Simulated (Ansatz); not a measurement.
ZrC: equation of state with PBE

ZrC:

```xyz
2
Lattice="0.0000 2.3650 2.3650 2.3650 0.0000 2.3650 2.3650 2.3650 0.0000" Properties=species:S:1:pos:R:3 pbc="T T T"
Zr    2.3650    2.3650    2.3650
C     0.0000    0.0000    0.0000
```

| Quantity | Value |
| --- | --- |
| Program | Ansatz 0.2.0 |
| Task | equation of state |
| Functional | PBE |
| Potentials or basis | JTH PAW |
| Cutoff | 990 eV |
| Density cutoff | 7920 eV |
| k mesh | 10 × 10 × 10 |
| Occupations | fermi-dirac, width 0.05 eV |
| Spin | no spin polarisation |

```yaml
Equilibrium_volume: 13.04 Å³/atom
Bulk_modulus: 222 GPa
Pressure_derivative_of_the_bulk_modulus: 4.1
```

Energy against volume, from the lowest point:
| volume (Å³/atom) | energy (meV/atom) |
| --- | --- |
| 12.434 | 21.09 |
| 12.699 | 6.29 |
| 12.963 | 0.00 |
| 13.228 | 1.38 |
| 13.493 | 9.70 |
| 13.757 | 24.26 |
| 14.022 | 44.47 |

All runs of the series together: 15 s on 2 threads of Arm Neoverse V1, with other jobs on the host.
